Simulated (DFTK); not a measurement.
# W under changes of volume

One of the cells (16.731 Å³/atom); the others are scaled copies at fixed shape and fractional positions:

```
CELL_PARAMETERS angstrom
0.00000 2.03000 2.03000
2.03000 0.00000 2.03000
2.03000 2.03000 0.00000
ATOMIC_POSITIONS crystal
W 0.00000 0.00000 0.00000
```

This isn't the form of W at room conditions, which is bcc.

```yaml
Program: DFTK 0.8.2
Functional: PBE
Potentials_or_basis: dojo.nc.sr.pbe.v0_4_1.standard.upf (PBE)
Cutoff: 1007 eV
k_mesh: 11 × 11 × 11
Occupations: fermi-dirac, width 0.05 eV
Spin: no spin polarisation
```

| volume (Å³/atom) | energy over the lowest point (meV/atom) | pressure (GPa) |
| --- | --- | --- |
| 15.727 | 31.03 | 14.4 |
| 16.062 | 8.42 | 7.3 |
| 16.396 | 0.00 | 0.9 |
| 16.731 | 4.32 | -4.9 |
| 17.065 | 20.04 | -10.0 |
| 17.400 | 45.96 | -14.6 |
| 17.735 | ? | ? |

Problem. What does the run at 17.735 Å³/atom give?

Solution. Energy over the lowest point 80.94 meV/atom; pressure -18.6 GPa.

Worked out: A Birch-Murnaghan fit of order 3 (a polynomial in V^(-2/3)) to the other rows has its minimum at 16.44 Å³/atom with B0 = V·E''(V) = 294 GPa and B' = 4.4. It gives 81.09 meV/atom at 17.735 Å³/atom, against the run's 80.94, and -dE/dV = -18.8 GPa, against -18.6.

Energies are extrapolated to zero smearing.
